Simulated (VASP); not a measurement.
# AgBr (Fm-3m) in VASP: further runs

One crystal, AgBr, is run at these levels: PBE+D3(BJ); tasks: single point, relaxation of cell and atoms.

Program: VASP 6.6.1. These are calculated values, not measurements. Logs are shortened: lines on timing, memory, paths and dates and some standing lists are left out, and cuts for length are marked.

## (1) The structure

It takes space group Fm-3m (No. 225, cubic). The conventional cell has a = 5.731 Å, b = 5.731 Å, c = 5.731 Å, α = 90.00°, β = 90.00°, γ = 90.00°. Ag (site symmetry m-3m) is surrounded by 6 Br at 2.87 Å. Br (site symmetry m-3m) has 6 Ag at 2.87 Å as nearest neighbours.

The cell is a database's computed one.

## (2) Single point, PBE+D3(BJ)

File INCAR:

```
SYSTEM = AgBr
  PREC = Accurate
  ENCUT = 520
  EDIFF = 1E-7
  ISMEAR = 0
  SIGMA = 0.02
  LREAL = .False.
  LASPH = .True.
  NELM = 100
  ALGO = Normal
  ISIF = 2
  LWAVE = .False.
  LCHARG = .True.
  GGA = PE
  IVDW = 12
  LELF = .True.
  LVHAR = .True.
  NBANDS = 16
```

File KPOINTS:

```
Automatic mesh
0
Gamma
  8 8 8
  0 0 0
```

File POSCAR:

```
AgBr
1.0
    0.0000000000      2.8655374789      2.8655374789
    2.8655374789      0.0000000000      2.8655374789
    2.8655374789      2.8655374789      0.0000000000
Ag Br
1 1
Direct
    0.0000000000      0.0000000000      0.0000000000
    0.5000000000      0.5000000000      0.5000000000
```

Potentials or basis: VASP PAW PBE potentials, release 64 (Ag, Br).

The run is started by

```sh
$ cat potpaw_PBE.64/Ag/POTCAR potpaw_PBE.64/Br/POTCAR > POTCAR
$ mpirun -np 1 vasp_std > vasp.out
```

OUTCAR:

```text
SYSTEM = AgBr
   PREC = Accurate
   ENCUT = 520
   EDIFF = 1E-7
   ISMEAR = 0
   LREAL = .False.
   LASPH = .True.
   NELM = 100
   ISIF = 2
   GGA = PE
   IVDW = 12
 IVDW          = 12

 ion  position               nearest neighbor table
   1  0.000  0.000  0.000-   2 2.87   2 2.87   2 2.87   2 2.87   2 2.87   2 2.87
   2  0.500  0.500  0.500-   1 2.87   1 2.87   1 2.87   1 2.87   1 2.87   1 2.87

  LATTYP: Found a face centered cubic cell.
 ALAT       =     5.7310749578

  Lattice vectors:

 A1 = (   0.0000000000,   2.8655374789,   2.8655374789)
 A2 = (   2.8655374789,   0.0000000000,   2.8655374789)
 A3 = (   2.8655374789,   2.8655374789,   0.0000000000)

Analysis of symmetry for initial positions (statically):
=====================================================================
 Subroutine PRICEL returns:
 Original cell was already a primitive cell.

 Routine SETGRP: Setting up the symmetry group for a
 face centered cubic supercell.

 Subroutine GETGRP returns: Found 48 space group operations
 (whereof 48 operations were pure point group operations)
 out of a pool of 48 trial point group operations.

The static configuration has the point symmetry O_h .

Analysis of symmetry for dynamics (positions and initial velocities):
=====================================================================
 Subroutine PRICEL returns:
 Original cell was already a primitive cell.

 Routine SETGRP: Setting up the symmetry group for a
 face centered cubic supercell.

 Subroutine GETGRP returns: Found 48 space group operations
 (whereof 48 operations were pure point group operations)
 out of a pool of 48 trial point group operations.

The dynamic configuration has the point symmetry O_h .

 Subroutine INISYM returns: Found 48 space group operations
 (whereof 48 operations are pure point group operations),
 and found     1 'primitive' translations

----------------------------------------------------------------------------------------

                                     Primitive cell

  volume of cell :      47.0596

  direct lattice vectors                    reciprocal lattice vectors
     0.000000000  2.865537479  2.865537479    -0.174487336  0.174487336  0.174487336
     2.865537479  0.000000000  2.865537479     0.174487336 -0.174487336  0.174487336
     2.865537479  2.865537479  0.000000000     0.174487336  0.174487336 -0.174487336

  length of vectors
     4.052481966  4.052481966  4.052481966     0.302220931  0.302220931  0.302220931

  position of ions in fractional coordinates (direct lattice)
     0.000000000  0.000000000  0.000000000
     0.500000000  0.500000000  0.500000000

  ion indices of the primitive-cell ions
[... 79 lines left out ...]
   IBRION =     -1    ionic relax: 0-MD 1-quasi-New 2-CG
   NFREE  =      0    steps in history (QN), initial steepest desc. (CG)
   ISIF   =      2    stress and relaxation
   ISYM   =      2    0-nonsym 1-usesym 2-fastsym
   POTIM  = 0.5000    time-step for ionic-motion
   TEBEG  =    0.0;   TEEND  =   0.0 temperature during run
   PSTRESS=    0.0 pullay stress
   NELECT =      18.0000    total number of electrons
   NUPDOWN=      -1.0000    fix difference up-down
   EMIN   =  10.00;   EMAX   =-10.00  energy-range for DOS
   EFERMI =   0.00;   METHOD = LEGACY
   ISMEAR =     0;   SIGMA  =   0.02  broadening in eV -4-tet -1-fermi 0-gaus
   EFERMI_NEDOS =   21; number of points for ismear=-14 and -15
   IALGO  =     38    algorithm
   IMIX   =      4    mixing-type and parameters
     AMIX     =   0.40;   BMIX     =  1.00
     AMIX_MAG =   1.60;   BMIX_MAG =  1.00
  volume/ion in A,a.u.               =      23.53       158.79
  Fermi-wavevector in a.u.,A,eV,Ry     =   1.188364  2.245683 19.214278  1.412210
  Thomas-Fermi vector in A             =   2.324495
   LORBIT       =      0    0 simple, 1 ext, 2 COOP (PROOUT), +10 PAW based schemes
   GGA     = PE    functional components
   LHFCALC =     F    Hartree Fock is set to
   AEXX    =    0.0000 exact exchange contribution
   IVDW    =    12    specifies the selected vdW correction
   LEPSILON=     F    determine dielectric tensor
   LRPA    =     F    only Hartree local field effects (RPA)
 non-spin polarized calculation
 Gauss-broadening in eV      SIGMA  =   0.02
  energy-cutoff  :      520.00
  volume of cell :       47.06
 maximum number of plane-waves:      1283
   NGX = 15   NGY = 15   NGZ = 15

 number of electron      18.0000002 magnetization

 Free energy of the ion-electron system (eV)
  ---------------------------------------------------
  ext. energy  EPLUGINS =         0.00000000
  ---------------------------------------------------
  free energy    TOTEN  =        -4.97974071 eV

  energy without entropy =       -4.97974071  energy(sigma->0) =       -4.97974071

 E-fermi :   3.8526     XC(G=0):  -9.8853

 val. band max:        3.6811189726   @ k =   0.5000   0.0000   0.0000
 cond. band min:       4.3517350284   @ k =   0.0000   0.0000   0.0000
 fundamental gap:      0.6706160557
 Fermi energy:         3.8526097872

 k-point     1 :       0.0000    0.0000    0.0000
  band No.  band energies     occupation
      1     -11.4330      2.00000
      2       0.8626      2.00000
      3       0.8626      2.00000
      4       0.8626      2.00000
      5       0.8628      2.00000
      6       0.8628      2.00000
[... 433 lines left out ...]
      3      -0.4384      2.00000
      4      -0.4066      2.00000
      5       1.1241      2.00000
      6       1.1803      2.00000
[... 8 lines left out ...]
     15      16.3005      0.00000
     16      18.0170      0.00000

 [... further k-points ...]

------------------------ aborting loop because EDIFF is reached ----------------------------------------

 Edisp (eV)   -0.73473

 E8    (eV) :    -0.3098

  FORCE on cell =-STRESS in cart. coord.  units (eV):
  Direction    XX          YY          ZZ          XY          YZ          ZX
  --------------------------------------------------------------------------------------
  -------------------------------------------------------------------------------------
  Total      -0.01965    -0.01965    -0.01965     0.00000     0.00000     0.00000
  in kB      -0.66902    -0.66902    -0.66902     0.00000     0.00000     0.00000
  external pressure =       -0.67 kB  Pullay stress =        0.00 kB

 VOLUME and BASIS-vectors are now :
 -----------------------------------------------------------------------------
  energy-cutoff  :      520.00
  volume of cell :       47.06
      direct lattice vectors                 reciprocal lattice vectors
     0.000000000  2.865537479  2.865537479    -0.174487336  0.174487336  0.174487336
     2.865537479  0.000000000  2.865537479     0.174487336 -0.174487336  0.174487336
     2.865537479  2.865537479  0.000000000     0.174487336  0.174487336 -0.174487336

 POSITION                                       TOTAL-FORCE (eV/Angst)
 -----------------------------------------------------------------------------------
      0.00000      0.00000      0.00000        -0.000000      0.000000     -0.000000
      2.86554      2.86554      2.86554         0.000000     -0.000000      0.000000
 -----------------------------------------------------------------------------------
    total drift:                               -0.000000      0.000000      0.000000

  FREE ENERGIE OF THE ION-ELECTRON SYSTEM (eV)
  ---------------------------------------------------
  free  energy   TOTEN  =        -5.7144718706 eV

  energy  without entropy=       -5.7144718706  energy(sigma->0) =       -5.71447187
```

OSZICAR:

```text
N       E                     dE             d eps       ncg     rms          rms(c)
DAV:   1     0.983497529081E+02    0.98350E+02   -0.82924E+03   928   0.991E+02
DAV:   2    -0.166344556609E+01   -0.10001E+03   -0.92451E+02  1152   0.216E+02
DAV:   3    -0.507820580513E+01   -0.34148E+01   -0.34074E+01  1160   0.420E+01
DAV:   4    -0.509599559030E+01   -0.17790E-01   -0.17789E-01  1144   0.329E+00
DAV:   5    -0.509616906724E+01   -0.17348E-03   -0.17348E-03  1160   0.312E-01    0.609E+00
DAV:   6    -0.498387423074E+01    0.11229E+00   -0.17823E-01  1120   0.601E+00    0.398E+00
DAV:   7    -0.497966660966E+01    0.42076E-02   -0.60306E-02  1056   0.163E+00    0.158E+00
DAV:   8    -0.497969685232E+01   -0.30243E-04   -0.39813E-03  1120   0.636E-01    0.253E-01
DAV:   9    -0.497971426236E+01   -0.17410E-04   -0.50960E-04  1144   0.233E-01    0.323E-02
DAV:  10    -0.497973415788E+01   -0.19896E-04   -0.32620E-05  1184   0.761E-02    0.188E-02
DAV:  11    -0.497974099605E+01   -0.68382E-05   -0.13350E-05  1048   0.292E-02    0.641E-03
DAV:  12    -0.497974079756E+01    0.19849E-06   -0.10750E-06  1064   0.970E-03    0.200E-03
DAV:  13    -0.497974071124E+01    0.86319E-07   -0.17812E-07  1040   0.380E-03
   1 F= -.57144719E+01 E0= -.57144719E+01  d E =-.206895E-35
```

Wall time 21 s (1 thread of Intel Xeon Platinum 8488C (Sapphire Rapids), shared host); peak memory 0.18 GiB.

Results:

| Quantity | Value |
| --- | --- |
| Free energy | -5.7145 eV |
| Pressure | -0.1 GPa |
| Band gap on the k mesh | 0.67 eV, indirect (least direct gap 2.62 eV) |
| Dispersion energy per atom | -0.367 eV |

## (3) Relaxation of cell and atoms, PBE+D3(BJ)

This run uses another cell than the first one, of 24.19 Å³/atom, 1.028 times its volume.

File INCAR:

```
  ALGO = Normal
  EDIFF = 1E-6
  EDIFFG = -0.02
  ENCUT = 600
  GGA = PE
  IBRION = 2
  ISIF = 3
  ISMEAR = 0
  IVDW = 12
  LASPH = T
  LCHARG = F
  LREAL = F
  LWAVE = F
  NELM = 100
  NSW = 70
  PREC = Accurate
  SIGMA = 0.02
```

File KPOINTS:

```
k-points
0
Gamma
  8 8 8
```

File POSCAR:

```
AgBr
1.0
    0.0000000000      2.8921694800      2.8921694800
    2.8921694800      0.0000000000      2.8921694800
    2.8921694800      2.8921694800      0.0000000000
Ag Br
1 1
Direct
    0.0000000000      0.0000000000      0.0000000000
    0.5000000000      0.5000000000      0.5000000000
```

Potentials or basis: VASP PAW PBE potentials, release 64 (Ag, Br).

The run is started by

```sh
$ cat potpaw_PBE.64/Ag/POTCAR potpaw_PBE.64/Br/POTCAR > POTCAR
$ mpirun -np 1 vasp_std > vasp.out
```

Run time: 32 s. Hardware: 1 thread of Intel Xeon Platinum 8488C (Sapphire Rapids), shared host; peak memory 0.22 GiB.

Results (log left out):

```yaml
Free_energy: -5.7145 eV
Relaxed_volume: 23.52 Å³/atom
Relaxed_cell: a = 4.052 Å, b = 4.052 Å, c = 4.052 Å, α = 60.00°, β = 60.00°, γ = 60.00°
Space_group_after_relaxing_to_0.05_Å: Fm-3m (No. 225)
Energy_gained_by_relaxing: 2.9 meV/atom
Ionic_steps: 2
Pressure_after_relaxing: -0.1 GPa
Band_gap_on_the_k_mesh: 0.67 eV, indirect (least direct gap 2.62 eV)
Dispersion_energy_per_atom: -0.367 eV
```

Step by step:
```tsv
step	energy change (eV)	largest force (eV/Å)	pressure (GPa)	volume (Å³)
1	0.0000	0.0000	-1.28	48.38
2	-0.0058	0.0000	-0.06	47.05
```

Final structure:
```
Ag Br
1.0
     0.00000    2.86529    2.86529
     2.86529    0.00000    2.86529
     2.86529    2.86529    0.00000
Ag Br
1 1
Cartesian
  2.8653 0.0000 2.8653
  2.8653 2.8653 2.8653
```

Levels at points of the mesh, in eV from the valence-band top:
```csv
k point,band 7,band 8,band 9,band 10,band 11,band 12
"(0.00, 0.00, 0.00)",-1.95,-1.95,-1.95,0.67,9.91,9.91
"(0.50, 0.00, 0.00)",-2.16,0.00,0.00,3.72,6.62,6.75
"(0.50, 0.50, 0.00)",-2.40,-2.40,-2.30,1.59,7.05,9.09
```

A k mesh can miss the band edges. PBE gaps usually lie below the measured ones, often by a third to a half.
